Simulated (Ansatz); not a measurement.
**InSe (R3m): equation of state with a fit, by script**

Aim: an equation of state with a fit, for InSe (R3m), run from a script.

The COD entry's cell or inner coordinates are ideal or old and differ from later refinements, so a difference from it is no clean test against experiment.

Program: Ansatz 0.2.0, driven from Python. Level of theory: DFT PBEsol, plane waves, PAW. These are calculated values, not measurements.

## Step 1: Starting point

The structure is trigonal, space group R3m (No. 160). Conventional cell: a = 4.000 Å, b = 4.000 Å, c = 25.320 Å, α = 90.00°, β = 90.00°, γ = 120.00°. Around In (site symmetry 3m) lie 3 Se at 2.64 Å and 1 In at 2.82 Å. Around In (site symmetry 3m) lie 3 Se at 2.63 Å and 1 In at 2.82 Å. Around Se (site symmetry 3m) lie 3 In at 2.64 Å. Se (site symmetry 3m) has 3 In at 2.63 Å as nearest neighbours.

No structure file is read: the coordinates are typed or built in the script.

## Step 2: Script

inse_eos.py

```python
'''Energy against volume for InSe, with a fit.'''

import warnings

import ansatz as az
import numpy as np

params = {
    'cutoff': 550,
    'kmesh': (6, 6, 6),
}

VECTORS = np.array([
    [2.0, 1.154701, 8.44],
    [-2.0, 1.154701, 8.44],
    [0.0, -2.309401, 8.44],
])
SITES = [
    ('In', (0.0, 0.0, 0.0)),
    ('In', (0.1114, 0.1114, 0.1114)),
    ('Se', (0.6165, 0.6165, 0.6165)),
    ('Se', (0.8281, 0.8281, 0.8281)),
]


def on_lattice(cell):
    crystal = az.Crystal(lattice=az.Lattice.of(cell))
    for symbol, position in SITES:
        crystal = crystal.atom(symbol, position)
    return crystal


def main() -> None:
    warnings.simplefilter('ignore', az.DeckWarning)

    # scale the volume, keep shape and fractions
    volumes, energies, pressures = [], [], []
    for scale in np.linspace(0.9, 1.1, 9):
        cell = VECTORS * scale ** (1 / 3)
        model = on_lattice(cell).calculation()
        model = model.functional(az.Functional.PBESOL)
        model = model.pseudopotentials('paw')
        model = model.basis(params['cutoff']).occupations(az.OccupationsMethod.FIXED)
        model = model.kpoints(*params['kmesh'])
        model = model.stress()
        rep = model.run(threads=1).report
        volumes.append(abs(np.linalg.det(cell)) / len(SITES))
        energies.append(rep['free_energy_ev'] / len(SITES))
        pressures.append(np.trace(rep['stress_gpa']) / 3)
        print(f'V = {volumes[-1]:8.4f} A^3/atom  F = {energies[-1]:.5f} eV/atom  P = {pressures[-1]:8.3f} GPa')

    # third-order Birch-Murnaghan: a cubic in V^(-2/3)
    x = np.array(volumes) ** (-2 / 3)
    poly = np.polynomial.Polynomial.fit(x, energies, 3).convert()
    roots = poly.deriv().roots()
    x0 = min((r.real for r in roots if abs(r.imag) < 1e-9 and poly.deriv(2)(r.real) > 0), key=lambda r: abs(r - x.mean()))
    v0 = x0 ** -1.5
    b0 = 4 / 9 * poly.deriv(2)(x0) * v0 ** (-7 / 3) * 160.21766
    b1 = 4 + 2 / 3 * x0 * poly.deriv(3)(x0) / poly.deriv(2)(x0)
    print(f'V0 = {v0:.4f} A^3/atom, B0 = {b0:.1f} GPa, dB/dP = {b1:.2f}')


if __name__ == '__main__':
    main()
```

## Step 3: Running it

The run is started by

```console
$ python inse_eos.py
```

**Question.** Estimate the equilibrium volume and the bulk modulus.

As calculated:

| quantity | value |
| --- | --- |
| runs compared | 9 |
| range of energy | 60.34 meV/atom |
| lowest point, volume (Å³/atom) | 29.237 |
| equilibrium volume (fit) | 29.34 Å³/atom |
| bulk modulus (fit) | 50 GPa |

In words: A third-order Birch-Murnaghan fit through the 9 points has its minimum at 29.34 Å³ an atom, 0.4 % above the typed cell, with a bulk modulus of 50 GPa and dB/dP = 4.7. From that minimum the energy rises by 60.4 meV an atom on the compressed side and 35.6 meV on the expanded side. Reading the output:
- Shape and fractional positions are held along the curve, so the bulk modulus is an upper value where they are free to relax.
- For a gap this small the mesh is coarse, and bands can meet between its points.
- Of the deposited cell: the entry's cell lengths or inner coordinates differ somewhat from later room-temperature determinations.
- Pressure is positive in compression.
